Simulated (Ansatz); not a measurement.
Te, DFT, LDA, all-electron PAW with datasets made for the crystal, scalar-relativistic (Ansatz 0.2.0), run on 1 thread of Arm Neoverse V1 on a shared host.

The cell is COD entry 1533530, as deposited and not checked against the literature; nothing was relaxed. The listed cell was then made from it by scaling, straining or moving an atom.

Command: `ansatz run input.yaml --threads 1 --pin off --max-ram 6144MiB --backend cpu --events-out ev --progress --plain --runs-dir out`

```yaml
crystal:
  lattice:
    - [4.2898182317, -2.4024035783, 0.0]
    - [4.2898182317, 2.4024035783, 0.0]
    - [-0.1321666442, 0.0, 4.0094263667]
  atoms:
    - { symbol: Te, position: [0.676, 0.676, 0.675] }
    - { symbol: Te, position: [0.324, 0.324, 0.325] }
    - { symbol: Te, position: [0.0, 0.0, 0.0] }
kpoints:
  mp_grid: { grid: [8, 8, 8] }
scf:
  occupations: { method: fermi_dirac, width: 0.05 }
hamiltonian:
  xc: lda
  pseudopotentials: { kind: all_electron, datasets: crystal }
output:
  forces: true
  stress: true
  eigenvalues: true
  efg: { contact_densities: true }
```

(1) How large is the problem that the program sets up?

(2) Estimate the wall time and the peak memory.

(3) And the same cell and mesh by PAW (frozen-core files), asked for forces, stress, eigenvalues, efg, write_density, write_potential, elf, on the same hardware?

Results:

(1) 150 irreducible k-points, 381 plane waves at Γ, 13 bands.

(2) 17 s of wall time for 7 SCF iterations, with a peak of 0.46 GiB. Times on shared machines scatter by tens of per cent.

(3) 33 s, peak memory 0.52 GiB.
